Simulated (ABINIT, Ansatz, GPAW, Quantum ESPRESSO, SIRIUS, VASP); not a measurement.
# MnO: net moment per atom by level of theory

The structure is cubic, space group Fm-3m (No. 225). Conventional cell: a = 4.444 Å, b = 4.444 Å, c = 4.444 Å, α = 90.00°, β = 90.00°, γ = 90.00°. Around Mn (site symmetry m-3m) lie 6 O at 2.22 Å. O (site symmetry m-3m) has 6 Mn at 2.22 Å as nearest neighbours.

```csv
rung,level,program and potentials,cutoff (eV),k mesh,smearing,task,spin,net moment per atom (μB),notes
GGA,PBE,"ABINIT, JTH PAW PBE v2.0",707,10 × 10 × 10,fermi-dirac 0.05,single point,"collinear, ferromagnetic start",2.39,10.5 valence electrons an atom on average
GGA,PBE,"Ansatz, Ansatz PAW",420,10 × 10 × 10,fermi-dirac 0.05,band structure,"collinear, ferromagnetic start",2.39,10.5 valence electrons an atom on average
GGA,PBE,"Quantum ESPRESSO, PseudoDojo 0.4.1 SR PBE standard",1306,"4 × 4 × 4, shifted",fermi-dirac 0.05,phonons,"collinear, ferromagnetic start",2.44,coarse mesh; 10.5 valence electrons an atom on average
GGA,PBE,"SIRIUS, all-electron FP-LAPW, apw+lo standard",-,8 × 8 × 8,fermi-dirac 0.05,single point,"collinear, ferromagnetic start",2.38,-
GGA,PBE,"SIRIUS, all-electron FP-LAPW, apw+lo standard",-,8 × 8 × 8,fermi-dirac 0.05,single point,"non-collinear, ferromagnetic start",2.39,-
meta-GGA + U (6 eV),r2SCAN+U (Mn d U = 6 eV),"GPAW, GPAW PAW data sets (gpaw-data 1.2.1)",800,7 × 7 × 7,gaussian 0.05,single point,"collinear, ferromagnetic start",2.50,potentials made for PBE; 10.5 valence electrons an atom on average
meta-GGA + U (4 eV),r2SCAN+U (Mn d U = 4 eV),"GPAW, GPAW PAW data sets (gpaw-data 1.2.1)",800,7 × 7 × 7,fermi-dirac 0.05,single point,"collinear, ferromagnetic start",2.50,potentials made for PBE; 10.5 valence electrons an atom on average
meta-GGA + U (3 eV),r2SCAN+U (Mn d U = 3 eV),"GPAW, GPAW PAW data sets (gpaw-data 1.2.1)",800,7 × 7 × 7,fermi-dirac 0.05,single point,"collinear, ferromagnetic start",2.50,potentials made for PBE; 10.5 valence electrons an atom on average
meta-GGA + U (2 eV),r2SCAN+U (Mn d U = 2 eV),"GPAW, GPAW PAW data sets (gpaw-data 1.2.1)",800,7 × 7 × 7,fermi-dirac 0.05,single point,"collinear, ferromagnetic start",2.50,potentials made for PBE; 10.5 valence electrons an atom on average
meta-GGA + U (4 eV),r2SCAN+U (Mn d U = 4 eV),"VASP, PBE PAW files Mn_pv, O, 520 eV",520,7 × 7 × 7,fermi-dirac 0.05,single point,"collinear, ferromagnetic start",2.50,potentials made for PBE; 9.5 valence electrons an atom on average
meta-GGA + U (3 eV),r2SCAN+U (Mn d U = 3 eV),"VASP, PBE PAW files Mn_pv, O, 520 eV",520,7 × 7 × 7,fermi-dirac 0.05,single point,"collinear, ferromagnetic start",2.50,potentials made for PBE; 9.5 valence electrons an atom on average
hybrid,HSE03,"VASP, PBE PAW files Mn_pv, O, 520 eV",520,5 × 5 × 5,fermi-dirac 0.05,band structure,"collinear, ferromagnetic start",2.50,coarse mesh; potentials made for PBE; 9.5 valence electrons an atom on average
```

Smearing widths are in eV. The cell comes from a database and isn't always the measured one. Meshes differ between rows, which moves values too. Meshes are those of the run's cell of 2 atoms unless a note names another. A magnetic state is the one that its parallel start led to; the crystal's real order can differ. Runs on faulty files, with rough fits or with known faults for this quantity aren't shown. No row holds spin-orbit coupling.

By rung: GGA 2.38 to 2.39; meta-GGA + U (6 eV) 2.50; meta-GGA + U (4 eV) 2.50; meta-GGA + U (3 eV) 2.50; meta-GGA + U (2 eV) 2.50; GGA on coarse meshes 2.44; hybrid on coarse meshes 2.50 (μB).
